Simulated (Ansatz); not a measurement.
**WS$_{2}$: hydrostatic pressure series**

Method: DFT PBE+D3(BJ), scalar-relativistic, plane waves, PAW (Ansatz). Settings: 420 eV cutoff, 12×12×2 k-mesh, Gaussian smearing of 0.02 eV, no spin polarisation.

Reference structure (relaxed):

```xyz
3
Lattice="3.1597 0.0000 0.0000 -1.5799 2.7364 0.0000 0.0000 0.0000 16.9395" Properties=species:S:1:pos:R:3 pbc="T T T"
W     0.0000    1.8243    0.0000
S     1.5799    0.9121   15.3635
S     1.5799    0.9121    1.5760
```

Cell and atoms are relaxed at each pressure within the symmetry of the start, at zero temperature, so transitions that lower the symmetry aren't seen. The k-mesh given is that at zero pressure and may differ at others. a, b and c are the lengths of the cell vectors above. Gaps are Kohn–Sham gaps over the whole zone.

Spin-orbit coupling is left out, which matters for the bands and energies of heavy elements.

| P (GPa) | V (Å³/atom) | V/V0 | a (Å) | b (Å) | c (Å) |
| --- | --- | --- | --- | --- | --- |
| 0 | 48.82 | 1.000 | 3.160 | 3.160 | 16.939 |
| 1 | 18.82 | 0.385 | 3.144 | 3.144 | 6.593 |
| 4 | 17.90 | 0.367 | 3.119 | 3.119 | 6.374 |
| 12 | 16.63 | 0.341 | 3.061 | 3.061 | 6.149 |
| 25 | 15.37 | 0.315 | 2.988 | 2.988 | 5.966 |
| 50 | 13.87 | 0.284 | 2.883 | 2.883 | 5.779 |
| 90 | 12.33 | 0.252 | 2.767 | 2.767 | 5.578 |

**Question.** Does one equation of state fit all points?

**Answer.** No: a third-order Birch–Murnaghan curve misses by up to 2.7 GPa, so the compression isn't smooth over this range.

**Question.** Which cell vector or vectors give way most up to 90 GPa?

**Answer.** c: the changes are a -12.4 %, b -12.4 %, c -67.1 %.

**Question.** What does pressure do to the gap?

**Answer.** The gaps are 1.92 eV at 0 GPa, 1.23 eV at 1 GPa, 1.01 eV at 4 GPa, 0.72 eV at 12 GPa, 0.40 eV at 25 GPa, metal at 50 GPa, metal at 90 GPa. It closes between 25 and 50 GPa.

This form isn't the usual stable structure of the compound.